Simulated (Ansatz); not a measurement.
Runs of Ansatz 0.2.0 on MnS. Symmetry: Fm-3m, No. 225, cubic system. The conventional cell has a = 5.209 Å, b = 5.209 Å, c = 5.209 Å, α = 90.00°, β = 90.00°, γ = 90.00°. Around Mn (site symmetry m-3m) lie 6 S at 2.60 Å. S (site symmetry m-3m) is surrounded by 6 Mn at 2.60 Å. 

```tsv
task	level	cell	smearing	gap on the mesh (eV)	pressure (GPa)	moment (μB)	relaxed volume (Å³/atom)
relaxation of cell and atoms	PBE+D3(BJ)	relaxed	fermi-dirac 0.05 eV	-	0.0	4.35	15.81
single point	PBE	as given	gaussian 0.026 eV	none	-2.8	4.72	-
single point	PBE	as given	gaussian 0.019 eV	none	-2.8	4.72	-
single point	PBE	as given	gaussian 0.017 eV	none	-2.8	4.72	-
single point	PBE	as given	gaussian 0.028 eV	none	-2.8	4.72	-
single point	PBE	as given	gaussian 0.016 eV	none	-2.8	4.72	-
relaxation of cell and atoms	PBE+D4	relaxed	fermi-dirac 0.05 eV	none	0.0	(c)	15.19
relaxation of cell and atoms	revPBE+D4	relaxed	fermi-dirac 0.05 eV	-	0.0	4.13	(a)
relaxation of cell and atoms	RPBE+D4	relaxed	fermi-dirac 0.05 eV	none	0.0	(b)	15.20
single point	PBE	as given	gaussian 0.02 eV	none	-2.8	4.72	-
single point	PBE	as given	gaussian 0.014 eV	none	-2.8	4.72	-
single point	PBE	as given	gaussian 0.025 eV	none	-2.8	4.72	-
```

Alike in all rows: potentials or basis Ansatz PAW; spin collinear, ferromagnetic start; k mesh 9 × 9 × 9; cutoff (eV) 420.

Task: Fill in the values left out.

Result: (a) 14.99; (b) 4.25; (c) 4.12.

Caveats: a cell with one magnetic atom can't hold antiferromagnetic order, which such compounds often take; semilocal functionals often make such compounds metallic where correlation or magnetic order opens a gap, which also shifts bond lengths (some runs); the plane-wave basis is chosen anew once the cell has moved, so the energies of steps on either side of that aren't comparable (some runs); the volume moved by -14 % from the deposited cell, more than functionals usually miss (some runs); pairwise dispersion overbinds metals, which lowers pressure and volume (some runs); the PAW data sets come from PBE, with cores solved anew for the run's functional, which leaves a small shift of forces and pressure (some runs); the volume moved by -10 % from the deposited cell, more than functionals usually miss (some runs).

A gap of «none» marks a metal or a gap under the smearing width.
